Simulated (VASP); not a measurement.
# TePb under changes of volume

One of the cells (32.696 Å³/atom); the others are scaled copies at fixed shape and fractional positions:

```xyz
2
Lattice="4.0288 0.0000 0.0000 0.0000 4.0288 0.0000 0.0000 0.0000 4.0288" Properties=species:S:1:pos:R:3 pbc="T T T"
Pb    0.0000    0.0000    0.0000
Te    2.0144    2.0144    2.0144
```

Measurements of this composition are mostly on another form, of space group No. 225.

```yaml
Program: VASP 6.6.1
Functional: PBE
Potentials_or_basis: VASP PAW PBE potentials, release 64 (Pb_d, Te)
Cutoff: 520 eV
k_mesh: 7 × 7 × 7
Occupations: fermi-dirac, width 0.05 eV
Spin: no spin polarisation
```

```csv
volume (Å³/atom),energy over the lowest point (meV/atom),pressure (GPa)
30.132,15.18,2.8
30.773,5.90,1.7
31.414,?,?
32.696,0.00,-0.8
33.337,4.32,-1.5
33.978,11.31,-2.2
```

**Question.** What does the run at 31.414 Å³/atom give?

**Answer.** Energy over the lowest point 0.49 meV/atom; pressure 0.8 GPa.

Worked out: A Birch-Murnaghan fit of order 3 (a polynomial in V^(-2/3)) to the other rows has its minimum at 32.09 Å³/atom with B0 = V·E''(V) = 40 GPa and B' = 3.6. It gives 0.50 meV/atom at 31.414 Å³/atom, against the run's 0.49, and -dE/dV = 0.9 GPa, against 0.8.

Energies are extrapolated to zero smearing.
